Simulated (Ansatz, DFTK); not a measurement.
Given: the input of a run of Ansatz 0.2.0 on C. Atoms were shifted at random by some hundredths of an Å from the given cell, which wasn't relaxed again for these runs. This isn't the form of C at room conditions, which is graphite.

File input.yaml:

```yaml
crystal:
  lattice:
    - [0.0, 1.78337, 1.78337]
    - [1.78337, 0.0, 1.78337]
    - [1.78337, 1.78337, 0.0]
  atoms:
    - { symbol: C, position: [0.747776, 0.753063, 0.754163] }
    - { symbol: C, position: [0.489281, 0.498603, 0.493599] }
hamiltonian:
  xc: pbe
  pseudopotentials: { kind: paw }
kpoints:
  mp_grid: { grid: [13, 13, 13] }
scf:
  occupations: { method: fermi_dirac, width: 0.05 }
output:
  forces: true
  stress: true
  eigenvalues: true
  write_density: true
  write_potential: true
  elf: true
  volumetric_format: npy
```

Potentials or basis: Ansatz PAW.

Run with:

```bash
$ ansatz run input.yaml --threads 1 --pin off --max-ram 3584MiB --backend cpu --events-out ev --progress --plain --runs-dir out
```

Problem. Translate it to DFTK 0.8.2. Potentials or basis there: PseudoDojo SR PBE 0.4.1 standard (PBE), cutoff 1116 eV.

Solution. As run (cutoffs and basis follow the program's own potentials, and thresholds, step limits or extra output files can differ):

The input run.jl:

```julia
using DFTK
using PseudoPotentialData
using Unitful, UnitfulAtomic
using LinearAlgebra, Printf
include("save.jl")
disable_threading()

# lattice vectors are the columns
lattice = austrip(1u"Å") * [           0.0        1.78337        1.78337;
                  1.78337            0.0        1.78337;
                  1.78337        1.78337            0.0]
symbols   = [:C, :C]
positions = [[0.747776, 0.753063, 0.754163],
             [0.489281, 0.498603, 0.493599]]
pseudopotentials = PseudoFamily("dojo.nc.sr.pbe.v0_4_1.standard.upf")
elements = Dict(s => ElementPsp(s, pseudopotentials) for s in unique(symbols))
atoms    = [elements[s] for s in symbols]

build_model(lattice, positions; symmetries=true) =
    model_DFT(lattice, atoms, positions;
              functionals=PBE(),
              temperature=austrip(0.05u"eV"),
              smearing=Smearing.FermiDirac(),
              symmetries)
Ecut  = 41.0  # hartree
kgrid = [13, 13, 13]
tol   = 1e-6
to_GPa = ustrip(uconvert(u"GPa", 1u"hartree/bohr^3"))

model = build_model(lattice, positions)
basis = PlaneWaveBasis(model; Ecut, kgrid)
display(basis)
scfres = self_consistent_field(basis;
                               tol,
                               nbandsalg=AdaptiveBands(model; n_bands_converge=9))
display(scfres.energies)
@printf "Fermi level: %.6f eV\n" ustrip(auconvert(u"eV", something(scfres.εF, NaN)))
forces = compute_forces_cart(scfres)
println("Forces (eV/Å)")
for (s, f) in zip(symbols, forces)
    @printf "%-3s %12.6f %12.6f %12.6f\n" s ustrip.(auconvert.(u"eV/Å", f))...
end
stress = compute_stresses_cart(scfres)
println("Stress (GPa)")
display(round.(stress * to_GPa; digits=4))
println("Levels at the first k-point (eV): ", round.(ustrip.(auconvert.(u"eV", scfres.eigenvalues[1][1:scfres.n_bands_converge])); digits=4))
save_scf!(scfres; forces, stress)
```

Potentials or basis: dojo.nc.sr.pbe.v0_4_1.standard.upf (PBE).

The run is started by

```bash
$ julia --threads=1 run.jl  # save.jl only writes the numbers to a file and isn't shown; printed stress counts tension as positive; times include loading and compiling
```

Both were run:

|  | Ansatz | DFTK |
| --- | --- | --- |
| Pressure | 2.6 GPa | 2.7 GPa |
| Largest force | 1.662 eV/Å | 1.665 eV/Å |
| Energy over the undisturbed cell | 21.0 meV/atom | 21.1 meV/atom |

Ansatz's pressure holds a Pulay term of +1.04 GPa for its cutoff of 420 eV, which the other run lacks.

Where Ansatz's input types no cutoff or centring, it takes its own default and a Γ-centred mesh.

Pressure is positive in compression.
